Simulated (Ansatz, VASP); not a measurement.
# Two plane-wave programs on AlCu

```
Al Cu
1.0
     2.99751    0.00000    0.00000
     0.00000    2.99751    0.00000
     0.00000    0.00000    2.99751
Al Cu
1 1
Direct
  0.00000 0.00000 0.00000
  0.50000 0.50000 0.50000
```

The cell comes from a database or a generator and needn't be the stable form of this composition.

Alike in both runs: task single point; functional PBEsol; k mesh 18 × 18 × 18; occupations gaussian, width 0.15 eV; no spin polarisation.

|  | VASP | Ansatz |
| --- | --- | --- |
| version | VASP 6.6.1 | Ansatz 0.2.0 |
| potentials or method | VASP PAW PBE potentials, release 64 (Al, Cu) | scalar-relativistic, plane waves, PAW |
| plane-wave cutoff (eV) | 520 | 420 |
| valence electrons in the cell | 14 | 22 |

|  | VASP | Ansatz | Ansatz less VASP |
| --- | --- | --- | --- |
| gap on the k mesh at the Fermi level (eV) | none | none | - |
| pressure (GPa) | -4.6 | -4.9 | -0.39 |

A gap of «none» marks a metal or a gap that the smearing closes. With one functional, cell and mesh, what is left measures potentials, basis and numerics. The two sets of potentials don't hold the same shells in valence.

Caveats: the PAW data sets were made with another functional, which shifts forces and pressure a little (VASP).
